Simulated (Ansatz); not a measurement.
How far is PAW off for Si?

```
Si
1.0
     0.02715    2.72905    2.72905
     2.72905    0.02715    2.72905
     2.72905    2.72905    0.02715
Si
2
Direct
  0.50000 0.50000 0.50000
  0.75000 0.75000 0.75000
```

Atom numbers follow the list: Si1, Si2.

The cell is a measured one (Crystallography Open Database entry 9011998); the temperature and pressure of the measurement aren't taken into account, and nothing was relaxed. The listed cell was then made from it by scaling, straining or moving an atom.

Levels of theory: DFT, PBE, PAW with Ansatz's default frozen-core files, scalar-relativistic (Ansatz 0.2.0); DFT, PBE, all-electron PAW with datasets made for the crystal, scalar-relativistic (Ansatz 0.2.0); DFT, PBE, all-electron LAPW, scalar-relativistic (Ansatz 0.2.0).

For PAW: a Γ-centred 11×11×11 k mesh, Fermi–Dirac smearing of 0.08 eV, cutoff 420 eV, no spin polarisation. The crystal-made all-electron datasets (AE datasets) take a cutoff of 180 eV at this cell. LAPW targets a basis error of 0.25 meV/atom. The Ansatz runs share mesh, smearing and spin set-up. Plane-wave (PAW) pressures include the program's estimate of the Pulay term.

Stress and pressure are positive in compression.

The change that made this cell: equal xy, yz and zx engineering shear strains of +1 %.

```tsv
quantity	PAW	AE datasets	LAPW
pressure (GPa)	2.04	2.00	2.01
stress yz (GPa)	-1.03	-1.03	-1.03
stress xz (GPa)	-1.03	-1.03	-1.03
stress xy (GPa)	-1.03	-1.03	-1.03
force on Si1, z (eV/Å)	0.095	0.095	0.095
band gap (eV)	0.574	0.577	0.577
field gradient Vzz at Si1 (10²¹ V/m²)	0.39	0.39	–
```

PAW's pressure differs from the LAPW value by +0.04 GPa.
